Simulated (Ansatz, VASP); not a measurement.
CsBr in VASP and in Ansatz

```xyz
2
Lattice="4.3865 0.0000 0.0000 0.0000 4.3865 0.0000 0.0000 0.0000 4.3865" Properties=species:S:1:pos:R:3 pbc="T T T"
Cs    0.0000    0.0000    0.0000
Br    2.1933    2.1933    2.1933
```

Alike in both runs: functional PBE; k mesh 6 × 6 × 6; occupations gaussian, width 0.02 eV; no spin polarisation.

Ansatz relaxed the structure, and its values are those at the end. VASP's run is a single point on that final structure, the one shown.

|  | VASP | Ansatz |
| --- | --- | --- |
| version | VASP 6.6.1 | Ansatz 0.2.0 |
| potentials or method | VASP PAW PBE potentials, release 64 (Cs_sv, Br) | scalar-relativistic, plane waves, PAW |
| plane-wave cutoff (eV) | 520 | 420 |
| valence electrons in the cell | 16 | 16 |

Ansatz gave:

```
gap on the k mesh at the Fermi level (eV) : 4.26
least direct gap on the mesh (eV)         : 4.28
pressure (GPa)                            : 0.0
```

Problem. What did VASP give for the same quantities?

Solution. gap on the k mesh at the Fermi level (eV): 4.25; least direct gap on the mesh (eV): 4.27; pressure (GPa): 0.1.

Caveats: spin-orbit coupling is left out, which moves the levels of the heavy elements. A hybrid or GW would open this gap; PBE tends to underestimate it. A k mesh can miss the band edges.
